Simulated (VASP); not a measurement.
Set up this calculation in VASP 6.6.1, as the native input.

```yaml
Task: band structure
Functional: r2SCAN
Potentials_or_basis: VASP PAW PBE potentials, release 64 (Mg, F)
Cutoff: 520 eV
k_mesh: 6 × 6 × 8
Occupations: gaussian, width 0.02 eV
Spin: no spin polarisation
Further_INCAR_settings: ALGO = Normal; EDIFF = 1e-06
```

The structure of MgF2 lies in POSCAR:

```
MgF2
1.0
    4.6238000000      0.0000000000      0.0000000000
    0.0000000000      4.6238000000      0.0000000000
    0.0000000000      0.0000000000      3.0533400000
Mg F
2 4
Direct
    0.5000000000      0.5000000000      0.5000000000
    0.0000000000      0.0000000000      0.0000000000
    0.6967800000      0.6967800000      0.0000000000
    0.8032200000      0.1967800000      0.5000000000
    0.3032200000      0.3032200000      1.0000000000
    0.1967800000      0.8032200000      0.5000000000
```

The cell comes from a database or a generator and needn't be the stable form of this composition.

One way to write it, as run:

INCAR

```
SYSTEM = MgF2
PREC     = Accurate       ! precision mode
ENCUT    = 520            ! plane-wave cutoff, eV
EDIFF    = 1E-6           ! SCF threshold, eV
ISMEAR   = 0              ! smearing method
SIGMA    = 0.02           ! smearing width, eV
LREAL    = .False.        ! projectors in reciprocal space
LASPH    = .True.         ! aspherical terms in the spheres
NELM     = 60             ! most SCF steps
ALGO     = Normal         ! electronic algorithm
ISIF     = 2              ! what is computed and relaxed
LWAVE    = .False.        ! write WAVECAR
LCHARG   = .False.        ! write CHGCAR
METAGGA  = R2SCAN         ! meta-GGA
LMIXTAU  = .True.
```

KPOINTS

```
Automatic mesh
0
Gamma
  6 6 8
  0 0 0
```

KPOINTS_OPT

```
path GXMGZRAZ,XR,MA
10
line-mode
reciprocal
 0.0000000000  0.0000000000  0.0000000000  G
 0.0000000000  0.5000000000  0.0000000000  X

 0.0000000000  0.5000000000  0.0000000000  X
 0.5000000000  0.5000000000  0.0000000000  M

 0.5000000000  0.5000000000  0.0000000000  M
 0.0000000000  0.0000000000  0.0000000000  G

 0.0000000000  0.0000000000  0.0000000000  G
 0.0000000000  0.0000000000  0.5000000000  Z

 0.0000000000  0.0000000000  0.5000000000  Z
 0.0000000000  0.5000000000  0.5000000000  R

 0.0000000000  0.5000000000  0.5000000000  R
 0.5000000000  0.5000000000  0.5000000000  A

 0.5000000000  0.5000000000  0.5000000000  A
 0.0000000000  0.0000000000  0.5000000000  Z

 0.0000000000  0.5000000000  0.0000000000  X
 0.0000000000  0.5000000000  0.5000000000  R

 0.5000000000  0.5000000000  0.0000000000  M
 0.5000000000  0.5000000000  0.5000000000  A
```

Potentials or basis: VASP PAW PBE potentials, release 64 (Mg, F).

Launch:

```sh
$ cat potpaw_PBE.64/Mg/POTCAR potpaw_PBE.64/F/POTCAR > POTCAR
$ mpirun -np 1 vasp_std > vasp.out
```

Results of the run:

```yaml
Pressure: -1.5 GPa
Largest_force: 0.006 eV/Å
Band_gap_on_the_k_mesh: 8.00 eV, direct
Band_gap_along_the_path: 8.00 eV, direct
```

Caveat: the PAW data sets were made with another functional, which shifts forces and pressure a little.

Wall time 2.3 min on 1 thread of Intel(R) Xeon(R) 6975P-C (Granite Rapids) (shared host), peak memory 0.23 GiB.
